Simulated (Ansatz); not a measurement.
## ZnSe, space group F-43m: cell relaxations under several functionals, step by step

With Ansatz 0.2.0 through its Python package.

Contents of `znse.cif`:
```cif
data_ZnSe
_cell_length_a 4.007598
_cell_length_b 4.007598
_cell_length_c 4.007598
_cell_angle_alpha 60.00000
_cell_angle_beta 60.00000
_cell_angle_gamma 60.00000
_symmetry_space_group_name_H-M 'P 1'
_symmetry_Int_Tables_number 1
loop_
_symmetry_equiv_pos_as_xyz
'x, y, z'
loop_
_atom_site_label
_atom_site_type_symbol
_atom_site_fract_x
_atom_site_fract_y
_atom_site_fract_z
Zn1 Zn    0.000000    0.000000    0.000000
Se2 Se    0.250000    0.250000    0.250000
```

Typed at the interpreter:
```pycon
>>> from dataclasses import dataclass
>>> import warnings
>>> import ansatz as az
>>> from ase.io import read
>>> import numpy as np
>>> @dataclass
... class Settings:
...     ecut: int = 630
...     kgrid: tuple[int, ...] = (6, 6, 6)
...     filling: str = 'fermi_dirac'
...     width_ev: float = 0.01
...     scf_tol: float = 1e-09
...     max_iterations: int = 150
...
>>> settings = Settings()
>>> def edges_and_angles(cell):
...     cell = np.asarray(cell)
...     a, b, c = np.linalg.norm(cell, axis=1)
...     cosines = cell[1] @ cell[2] / (b * c), cell[0] @ cell[2] / (a * c), cell[0] @ cell[1] / (a * b)
...     return (a, b, c, *np.degrees(np.arccos(cosines)))
...
>>> warnings.simplefilter('ignore', az.DeckWarning)
>>> atoms = read('znse.cif')
>>> structure = az.Crystal.from_ase(atoms)
>>> structure.resolved().sites[-1]
Site(symbol='Se', position=(0.25000000000000006, 0.24999999999999997, 0.25), moment=None, axis=None, held=None, saved=None)
>>> base = structure.calculation()
>>> base = base.basis(settings.ecut)
>>> base = base.kpoints(*settings.kgrid, center='monkhorst-pack')
>>> base = base.occupations(settings.filling, width=settings.width_ev)
>>> base = base.scf(tolerance=settings.scf_tol, max_iterations=settings.max_iterations, self_checks='low')
>>> base = base.relax(cell=True)
>>> levels = [('revpbe', 'd3bj'), ('r2scan', 'd4'), ('pbesol', 'none'), ('pbe', 'd4')]
>>> print('level            a       b       c    alpha   beta  gamma  V/atom  steps')
level            a       b       c    alpha   beta  gamma  V/atom  steps
>>> for name, dispersion in levels:
...     seen = []
...     run = base.functional(name, dispersion=dispersion).session().plan()
...     done = run.execute(on_event=lambda e: seen.append(e) if e['event'] == 'relax_step' else None)
...     cell = done.lattice.cell_ang
...     label = name if dispersion == 'none' else f'{name}+{dispersion}'
...     print('{:13s} {:7.4f} {:7.4f} {:7.4f} {:6.2f} {:6.2f} {:6.2f}'.format(label, *edges_and_angles(cell)), f'{abs(np.linalg.det(cell)) / len(done.lattice.sites):7.3f} {len(seen):5d}')
...
revpbe+d3bj    3.9771  3.9771  3.9771  60.06  60.06  60.06  22.269     4
r2scan+d4      3.9896  3.9896  3.9896  60.04  60.04  60.04  22.472     4
pbesol         3.9812  3.9812  3.9812  60.07  60.07  60.07  22.344     4
pbe+d4         3.9996  3.9996  3.9996  60.06  60.06  60.06  22.651     4
```

From smallest to largest: revPBE+D3BJ (22.27 Å³ an atom, -2.1 % against the start), PBEsol (22.34 Å³ an atom, -1.8 % against the start), r2SCAN+D4 (22.47 Å³ an atom, -1.3 % against the start) and PBE+D4 (22.65 Å³ an atom, -0.5 % against the start). The spread is 1.7 % in volume.

Reading the output:
- These settings explore the input space; cutoff and mesh may be short of convergence.
- The program warned that this SCF threshold is loose for forces or stresses.
- The mesh has less symmetry than the crystal, which the program warned of.
- Edges and angles are those of the cell as typed, here a primitive one, not of the conventional cell.
- The starting cell is as deposited in a crystallographic database; the results hold for this polymorph, which needn't be the stable one.
- The script silences the warnings on its input, which a real study should read.
- It ran for 75 s on 1 thread of Arm Neoverse V2, with other jobs on the host, peak memory 0.72 GiB.
